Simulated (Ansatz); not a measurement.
# PtTe2 (Te2Pt-type): one cell, many starting occupations (series 2), part 2 of 2

Aim: start the open shells of PtTe2 (Te2Pt-type) from different occupation matrices at one fixed cell, and see in which states the SCF ends. Cell and atoms stay fixed.

Ansatz 0.2.0; DFT LDA+U (U = 7 eV, J = 0.9 eV on Pt d), plane waves, PAW, no spin–orbit coupling unless a run says so. Earlier steps stand in the parts before.

## 5. Random orbitals: fully mixed, one electron more

The COD entry's cell or inner coordinates are ideal or old and differ from later refinements, so a difference from it is no clean test against experiment.

The input, input.yaml:

```yaml
crystal:
  lattice:
    - [4.01799945, 0.0, 0.0]
    - [-2.00899973, 3.4796896, 0.0]
    - [0.0, 0.0, 5.21199933]
  atoms:
    - { symbol: Te, position: [0.3333333333, 0.6666666667, 0.25] }
    - { symbol: Te, position: [0.6666666667, 0.3333333333, 0.75] }
    - { symbol: Pt, position: [0.0, 0.0, 0.0], spin: 3.0, spin_axis: [0.0, 0.0, 1.0] }
basis:
  ecutwfc: 420
  ecutrho_ratio: 4
kpoints:
  mp_grid: { grid: [6, 6, 4] }
hamiltonian:
  xc: lda
  hubbard:
    sites:
      - { site: 2, l: d, u: 7.0, j: 0.9, starting_ns: [{ occupation_matrix: s2 }] }
    occupation_matrices:
      s2:
        spinor_matrix:
          - [[0.97, 0.0], [0.0, 0.0], [0.0, 0.0], [0.0, 0.0], [0.0, 0.0], [0.0, 0.0], [0.0, 0.0], [0.0, 0.0], [0.0, 0.0], [0.0, 0.0]]
          - [[0.0, 0.0], [0.97, 0.0], [0.0, 0.0], [0.0, 0.0], [0.0, 0.0], [0.0, 0.0], [0.0, 0.0], [0.0, 0.0], [0.0, 0.0], [0.0, 0.0]]
          - [[0.0, 0.0], [0.0, 0.0], [0.97, 0.0], [0.0, 0.0], [0.0, 0.0], [0.0, 0.0], [0.0, 0.0], [0.0, 0.0], [0.0, 0.0], [0.0, 0.0]]
          - [[0.0, 0.0], [0.0, 0.0], [0.0, 0.0], [0.97, 0.0], [0.0, 0.0], [0.0, 0.0], [0.0, 0.0], [0.0, 0.0], [0.0, 0.0], [0.0, 0.0]]
          - [[0.0, 0.0], [0.0, 0.0], [0.0, 0.0], [0.0, 0.0], [0.97, 0.0], [0.0, 0.0], [0.0, 0.0], [0.0, 0.0], [0.0, 0.0], [0.0, 0.0]]
          - [[0.0, 0.0], [0.0, 0.0], [0.0, 0.0], [0.0, 0.0], [0.0, 0.0], [0.11449, 0.0], [0.0467, -0.06218], [-0.01001, -0.096], [0.16249, -0.01598], [0.15834, 0.11723]]
          - [[0.0, 0.0], [0.0, 0.0], [0.0, 0.0], [0.0, 0.0], [0.0, 0.0], [0.0467, 0.06218], [0.12505, 0.0], [0.09222, 0.05167], [0.13853, 0.19994], [0.07723, 0.08007]]
          - [[0.0, 0.0], [0.0, 0.0], [0.0, 0.0], [0.0, 0.0], [0.0, 0.0], [-0.01001, 0.096], [0.09222, -0.05167], [0.41891, 0.0], [0.29834, 0.12752], [-0.28415, -0.11548]]
          - [[0.0, 0.0], [0.0, 0.0], [0.0, 0.0], [0.0, 0.0], [0.0, 0.0], [0.16249, 0.01598], [0.13853, -0.19994], [0.29834, -0.12752], [0.6056, 0.0], [0.1392, -0.05408]]
          - [[0.0, 0.0], [0.0, 0.0], [0.0, 0.0], [0.0, 0.0], [0.0, 0.0], [0.15834, -0.11723], [0.07723, -0.08007], [-0.28415, 0.11548], [0.1392, 0.05408], [0.73595, 0.0]]
    ns_hold: until_converged
scf:
  occupations: { method: gaussian, width: 0.05 }
  lower_state_search: "off"
  max_iter: 150
output:
  forces: true
  stress: true
  eigenvalues: true
  populations: true
  hubbard: { sites: [{ site: 2, l: d }] }
magnetization:
  noncollinear: true
  spin_orbit: true
```

The typed matrices put 0.97 on the chosen orbitals and 0.02 on the others, and are held until the SCF converges, then released. This run includes spin–orbit coupling.

The run is started by

```
ansatz run input.yaml --threads 4 --pin off --max-ram 6144MiB --backend cpu --events-out ev --progress --plain --runs-dir out
```

Log (excerpt; [...] marks lines left out):

```text
Warning: crystal.symmetry: narrowed to the stabiliser of the occupation matrices — unitary ops 6 → 2, anti-unitary 6 → 0; lowered by the specified shell (site 2, l: d); largest admitted image defect 4.4e-16, smallest excluded 3.9e-1 — at a splitting's scale: the group the occupation [...]
Warning: output.stress: scf.convergence.dr2_threshold = 1e-7 eV (the SCF's general default) is looser than the 3e-10 eV advised for a printed stress (1e-10 eV for each atom of the cell: 3). What an SCF threshold leaves in a stress goes as its square root, and in the free energy as the [...]
Warning: RAYON_NUM_THREADS=4 ignored (pool sized by the plan → 4); use --threads N
Te: projections on atomic orbitals take those of the free atom [Kr] 4d10 5s2 5p4, of charge +0.00 (hamiltonian.pseudopotentials.projection_atoms); the dataset's partial waves leave at most 2.3e-7 of an orbital's norm unspanned inside its sphere
Pt: projections on atomic orbitals take those of the free atom [Kr 4d10 4f14] 5s2 5p6 5d9 6s1, of charge +0.00 (hamiltonian.pseudopotentials.projection_atoms); the dataset's partial waves leave at most 4.2e-6 of an orbital's norm unspanned inside its sphere
[...]
Pseudopotentials: kind: paw_fr
Pseudopotential: Te, paw_fr, valence charge 16, recommended cutoff 420 eV (normal), Te.paw.azcp#standard-fr
Pseudopotential: Pt, paw_fr, valence charge 18, recommended cutoff 420 eV (normal), Pt.paw.azcp#standard-fr
Functional definition: SPW92
[...]
WARN: the starting moments were not kept: the SCF closed with an absolute magnetisation of 1.0e-5 μB, where they sum to 3 μB in size (1 site). That is at most 0.1 of that sum. Measured as dr2_m measures the in/out step, that magnetisation stands 2.5e-11 eV from none, at or under the [...]
WARN: hamiltonian.hubbard: on 1 of 1 specified blocks the occupation matrix of this SCF's result fails the test of the specified filling. At site 2 (sites count from 0 in the list of atoms of the cell that this SCF solves) the least filled combination of the orbitals specified full has [...]
--- Specified on-site occupations, and those of the state reported ---
  electrons in the specified blocks: 6.8500 specified, 9.1365 found
  site 2 (l=d): largest change of an orbital's occupation 0.9575; electrons 6.8500 specified, 9.1365 found; spectral distance 1.3850
--- Forces (eV/Å), atoms counted from 1 ---
  atom   1  Te     0.00000099    -0.00000160     0.64651644
  atom   2  Te    -0.00000099     0.00000160    -0.64651644
  atom   3  Pt     0.00000000     0.00000000     0.00000000
[...]
--- Stress (GPa, compression-positive) ---
        1.723650      -0.000002       0.000001
       -0.000002       1.723647      -0.000001
        0.000001      -0.000001       0.726562
  P = ⅓ Tr σ = 1.3913 GPa (13.913 kbar)
--- Band table (eV; the first three rows and the last of 76) ---
[...]
Occupation matrices written to <dir>
--- Löwdin populations: 3 sites ---
  site symbol       q [e]
     0     Te     15.9075
     1     Te     15.9075
     2     Pt     17.9322
  spilling = 0.005058 (of n_electrons = 50.000000)
--- Occupation matrices: 1 shell (run DFT+U table (all-electron-ortho-atomic); ε = 3.66e-4) ---
  Pt2 d_5D: site group D3d (-3m)
  Pt2 d_5D spinor Tr n = 9.1365  λ = 0.814 0.814 0.815 0.815 0.975 0.975 0.982 0.982 0.983 0.983  [2× xz 0.34 E3/2g(1.00) | 2× yz 0.26 E1/2g(1.00) | 2× z2 0.45 E1/2g(1.00) | 2× x2-y2 0.34 E3/2g(1.00) | 2× z2 0.54 E1/2g(1.00)]
  specified occupation → Pt2 d_5D spinor: matrix, ‖Δ‖_F = 1.6174, Tr Δ = -2.2865, displaced = 1.6462, d_λ = 1.3850; orbital distance = 2.1222
  Tr n, λ and their labels are of the run-group-symmetrised matrices; stabiliser: 24 of 24 elements of G0×{1,Θ} (closed), max defect 5.8e-6 at τ = 7.8e-5
```

Wall time 2.3 min (4 threads of Arm Neoverse V1, shared host); peak memory 1.3 GiB.

It ends with no gap, pressure 1.4 GPa, no moment over 0.05 μB in any sphere, largest force component 0.65 eV/Å, 2 symmetry operations imposed. The program reports that the typed filling wasn't kept.

How the shells are filled (orbitals counted by the eigenvalues of the occupation matrices):

```csv
shell,channel,electrons,over 0.8,0.2 to 0.8,under 0.2
Pt 5d (atom 3),both spins,9.14,10,0,0
```

## 6. Random orbitals: drawn by pairs, second filling

The input, input.yaml:

```yaml
crystal:
  lattice:
    - [4.01799945, 0.0, 0.0]
    - [-2.00899973, 3.4796896, 0.0]
    - [0.0, 0.0, 5.21199933]
  atoms:
    - { symbol: Te, position: [0.3333333333, 0.6666666667, 0.25] }
    - { symbol: Te, position: [0.6666666667, 0.3333333333, 0.75] }
    - { symbol: Pt, position: [0.0, 0.0, 0.0], spin: 2.0, spin_axis: [0.0, 0.0, 1.0] }
basis:
  ecutwfc: 420
  ecutrho_ratio: 4
kpoints:
  mp_grid: { grid: [6, 6, 4] }
hamiltonian:
  xc: lda
  hubbard:
    sites:
      - { site: 2, l: d, u: 7.0, j: 0.9, starting_ns: [{ occupation_matrix: s2 }] }
    occupation_matrices:
      s2:
        spinor_matrix:
          - [[0.97, 0.0], [0.0, 0.0], [0.0, 0.0], [0.0, 0.0], [0.0, 0.0], [0.0, 0.0], [0.0, 0.0], [0.0, 0.0], [0.0, 0.0], [0.0, 0.0]]
          - [[0.0, 0.0], [0.25587, 0.0], [0.0, 0.0], [-0.41042, 0.0], [0.0, 0.0], [0.0, 0.0], [0.0, 0.0], [0.0, 0.0], [0.0, 0.0], [0.0, 0.0]]
          - [[0.0, 0.0], [0.0, 0.0], [0.97, 0.0], [0.0, 0.0], [0.0, 0.0], [0.0, 0.0], [0.0, 0.0], [0.0, 0.0], [0.0, 0.0], [0.0, 0.0]]
          - [[0.0, 0.0], [-0.41042, 0.0], [0.0, 0.0], [0.73413, 0.0], [0.0, 0.0], [0.0, 0.0], [0.0, 0.0], [0.0, 0.0], [0.0, 0.0], [0.0, 0.0]]
          - [[0.0, 0.0], [0.0, 0.0], [0.0, 0.0], [0.0, 0.0], [0.97, 0.0], [0.0, 0.0], [0.0, 0.0], [0.0, 0.0], [0.0, 0.0], [0.0, 0.0]]
          - [[0.0, 0.0], [0.0, 0.0], [0.0, 0.0], [0.0, 0.0], [0.0, 0.0], [0.495, 0.0], [0.0, 0.475], [0.0, 0.0], [0.0, 0.0], [0.0, 0.0]]
          - [[0.0, 0.0], [0.0, 0.0], [0.0, 0.0], [0.0, 0.0], [0.0, 0.0], [0.0, -0.475], [0.495, 0.0], [0.0, 0.0], [0.0, 0.0], [0.0, 0.0]]
          - [[0.0, 0.0], [0.0, 0.0], [0.0, 0.0], [0.0, 0.0], [0.0, 0.0], [0.0, 0.0], [0.0, 0.0], [0.02, 0.0], [0.0, 0.0], [0.0, 0.0]]
          - [[0.0, 0.0], [0.0, 0.0], [0.0, 0.0], [0.0, 0.0], [0.0, 0.0], [0.0, 0.0], [0.0, 0.0], [0.0, 0.0], [0.495, 0.0], [0.0, 0.475]]
          - [[0.0, 0.0], [0.0, 0.0], [0.0, 0.0], [0.0, 0.0], [0.0, 0.0], [0.0, 0.0], [0.0, 0.0], [0.0, 0.0], [0.0, -0.475], [0.495, 0.0]]
    ns_hold: { iters: 12 }
scf:
  occupations: { method: gaussian, width: 0.05 }
  lower_state_search: "off"
  max_iter: 150
output:
  forces: true
  stress: true
  eigenvalues: true
  populations: true
  hubbard: { sites: [{ site: 2, l: d }] }
magnetization:
  noncollinear: true
  spin_orbit: true
```

The typed matrices put 0.97 on the chosen orbitals and 0.02 on the others, and are held for 12 cycles. This run includes spin–orbit coupling.

The run is started by

```
ansatz run input.yaml --threads 4 --pin off --max-ram 6144MiB --backend cpu --events-out ev --progress --plain --runs-dir out
```

Log (excerpt; [...] marks lines left out):

```text
Warning: crystal.symmetry: narrowed to the stabiliser of the occupation matrices — unitary ops 6 → 2, anti-unitary 6 → 0; lowered by the specified shell (site 2, l: d); largest admitted image defect 4.4e-16, smallest excluded 7.1e-1 — at a splitting's scale: the group the occupation [...]
Warning: output.stress: scf.convergence.dr2_threshold = 1e-7 eV (the SCF's general default) is looser than the 3e-10 eV advised for a printed stress (1e-10 eV for each atom of the cell: 3). What an SCF threshold leaves in a stress goes as its square root, and in the free energy as the [...]
Warning: RAYON_NUM_THREADS=4 ignored (pool sized by the plan → 4); use --threads N
Te: projections on atomic orbitals take those of the free atom [Kr] 4d10 5s2 5p4, of charge +0.00 (hamiltonian.pseudopotentials.projection_atoms); the dataset's partial waves leave at most 2.3e-7 of an orbital's norm unspanned inside its sphere
Pt: projections on atomic orbitals take those of the free atom [Kr 4d10 4f14] 5s2 5p6 5d9 6s1, of charge +0.00 (hamiltonian.pseudopotentials.projection_atoms); the dataset's partial waves leave at most 4.2e-6 of an orbital's norm unspanned inside its sphere
[...]
[... 4 set-up lines as earlier in the session ...]
[...]
WARN: the starting moments were not kept: the SCF closed with an absolute magnetisation of 5.6e-6 μB, where they sum to 2 μB in size (1 site). That is at most 0.1 of that sum. Measured as dr2_m measures the in/out step, that magnetisation stands 8.3e-12 eV from none, at or under the [...]
WARN: hamiltonian.hubbard: on 1 of 1 specified blocks the occupation matrix of this SCF's result fails the test of the specified filling. At site 2 (sites count from 0 in the list of atoms of the cell that this SCF solves) the least filled combination of the orbitals specified full has [...]
--- Specified on-site occupations, and those of the state reported ---
  electrons in the specified blocks: 5.9000 specified, 9.1365 found
  site 2 (l=d): largest change of an orbital's occupation 0.9612; electrons 5.9000 specified, 9.1365 found; spectral distance 1.5893
--- Forces (eV/Å), atoms counted from 1 ---
  atom   1  Te     0.00000025     0.00000053     0.64651823
  atom   2  Te    -0.00000025    -0.00000053    -0.64651823
  atom   3  Pt     0.00000000     0.00000000     0.00000000
[...]
--- Stress (GPa, compression-positive) ---
        1.723669       0.000000      -0.000001
        0.000000       1.723668      -0.000003
       -0.000001      -0.000003       0.726580
  P = ⅓ Tr σ = 1.3913 GPa (13.913 kbar)
--- Band table (eV; the first three rows and the last of 76) ---
[...]
Occupation matrices written to <dir>
--- Löwdin populations: 3 sites ---
  site symbol       q [e]
     0     Te     15.9075
     1     Te     15.9075
     2     Pt     17.9322
  spilling = 0.005058 (of n_electrons = 50.000000)
--- Occupation matrices: 1 shell (run DFT+U table (all-electron-ortho-atomic); ε = 2.48e-4) ---
  Pt2 d_5D: site group D3d (-3m)
  Pt2 d_5D spinor Tr n = 9.1365  λ = 0.814 0.814 0.815 0.815 0.975 0.975 0.982 0.982 0.983 0.983  [2× yz 0.34 E3/2g(1.00) | 2× xz 0.26 E1/2g(1.00) | 2× z2 0.45 E1/2g(1.00) | 2× xy 0.34 E3/2g(1.00) | 2× z2 0.54 E1/2g(1.00)]
  specified occupation → Pt2 d_5D spinor: matrix, ‖Δ‖_F = 1.7965, Tr Δ = -3.2365, displaced = 1.9646, d_λ = 1.5893; orbital distance = 2.1099
  Tr n, λ and their labels are of the run-group-symmetrised matrices; stabiliser: 24 of 24 elements of G0×{1,Θ} (closed), max defect 3.4e-6 at τ = 5.3e-5
```

It took 2.2 min on 4 threads of Arm Neoverse V1, shared host; peak memory 1.3 GiB.

End state: no gap, pressure 1.4 GPa, no moment over 0.05 μB in any sphere, largest force component 0.65 eV/Å, 2 symmetry operations imposed. The program reports that the typed filling wasn't kept.

How the shells are filled (orbitals counted by the eigenvalues of the occupation matrices):

```csv
shell,channel,electrons,over 0.8,0.2 to 0.8,under 0.2
Pt 5d (atom 3),both spins,9.14,10,0,0
```

## 7. The states in order of energy

What follows sums up all 2 parts.

Energies count from the lowest free state with spin–orbit coupling and have the smearing extrapolated to zero.

| start | energy (meV/atom) | gap (eV) | pressure (GPa) | largest moment (μB) | SCF cycles | time |
| --- | --- | --- | --- | --- | --- | --- |
| random orbitals: single harmonics, first filling (earlier series) | 0.0 | metal | 1.4 | 0.00 | 18 | 51 s |
| random orbitals: fully mixed, one electron more | 0.0 | metal | 1.4 | 0.00 | 31 | 2.3 min |
| random orbitals: single harmonics, first filling | 0.0 | metal | 1.4 | 0.00 | 39 | 99 s |
| random orbitals: drawn by pairs, second filling | 0.0 | metal | 1.4 | 0.00 | 29 | 2.2 min |
| random orbitals: fully mixed, first filling | 0.0 | metal | 1.4 | 0.00 | 28 | 2 min |
| random orbitals: single harmonics, second filling | 0.0 | metal | 1.4 | 0.00 | 31 | 90 s |

The 6 free runs with spin–orbit coupling end within about 1 meV/atom of each other. The lowest state found need not be the ground state, and the geometry wasn't relaxed for any of them.
